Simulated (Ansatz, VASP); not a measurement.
## One calculation of ZnSe, two programs

```
CELL_PARAMETERS angstrom
0.00000 2.83380 2.74879
2.83380 0.00000 2.74879
2.83380 2.83380 0.00000
ATOMIC_POSITIONS crystal
Zn 0.00000 0.00000 0.00000
Se 0.75000 0.75000 0.75000
```

Change from the starting cell: zz strain of -3 %.

Alike in both runs: task single point; functional PBE; k mesh 8 × 8 × 8; occupations fermi-dirac, width 0.03 eV; no spin polarisation.

```csv
,VASP,Ansatz
version,VASP 6.6.1,Ansatz 0.2.0
potentials or method,"VASP PAW PBE potentials, release 64 (Zn, Se), cutoff 520 eV","all-electron LAPW, scalar-relativistic"
```

|  | VASP | Ansatz | Ansatz less VASP |
| --- | --- | --- | --- |
| gap on the k mesh at the Fermi level (eV) | 1.34 | 1.34 | -0.001 |
| pressure (GPa) | 4.5 | 4.3 | -0.24 |
| largest component of the traceless stress (GPa) | 0.62 | 0.62 | +0.007 |

Ansatz ran all-electron here, so the differences hold the error of VASP's frozen core and of both bases.
